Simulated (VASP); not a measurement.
Input of a VASP 6.6.1 run:

Contents of INCAR:

```
SYSTEM = Be
PREC     = Accurate       ! precision mode
ENCUT    = 600            ! plane-wave cutoff, eV
EDIFF    = 1E-6           ! SCF threshold, eV
ISMEAR   = -1             ! smearing method
SIGMA    = 0.05           ! smearing width, eV
LREAL    = .FALSE.        ! projectors in reciprocal space
LASPH    = .TRUE.         ! aspherical terms in the spheres
NELM     = 60             ! most SCF steps
ALGO     = Normal         ! electronic algorithm
ISIF     = 3              ! what is computed and relaxed
LWAVE    = .FALSE.        ! write WAVECAR
LCHARG   = .FALSE.        ! write CHGCAR
GGA      = PS             ! functional
IBRION   = 2              ! ionic algorithm
NSW      = 60             ! ionic steps
EDIFFG   = -0.01          ! ionic threshold
PSTRESS  = 200
```

Contents of KPOINTS:

```
Automatic mesh
0
G
  14 14 14
  0 0 0
```

Contents of POSCAR:

```
Be
1.0
    0.0000000000      1.5790500000      1.5790500000
    1.5790500000      0.0000000000      1.5790500000
    1.5790500000      1.5790500000      0.0000000000
Be
1
Direct
    0.0000000000      0.0000000000      0.0000000000
```

Potentials or basis: VASP PAW PBE potentials, release 64 (Be).

The run is started by

```bash
$ cat potpaw_PBE.64/Be/POTCAR > POTCAR
$ mpirun -np 1 vasp_std > vasp.out
```

(1) Estimate the space group after relaxing (to 0.05 Å).

(2) Predict the relaxed cell.

Results:

(1) Fm-3m (No. 225).

(2) a = 2.132 Å, b = 2.132 Å, c = 2.132 Å, α = 60.00°, β = 60.00°, γ = 60.00°.

Caveat: the cell is relaxed towards a set pressure, so the enthalpy falls and the energy may rise.
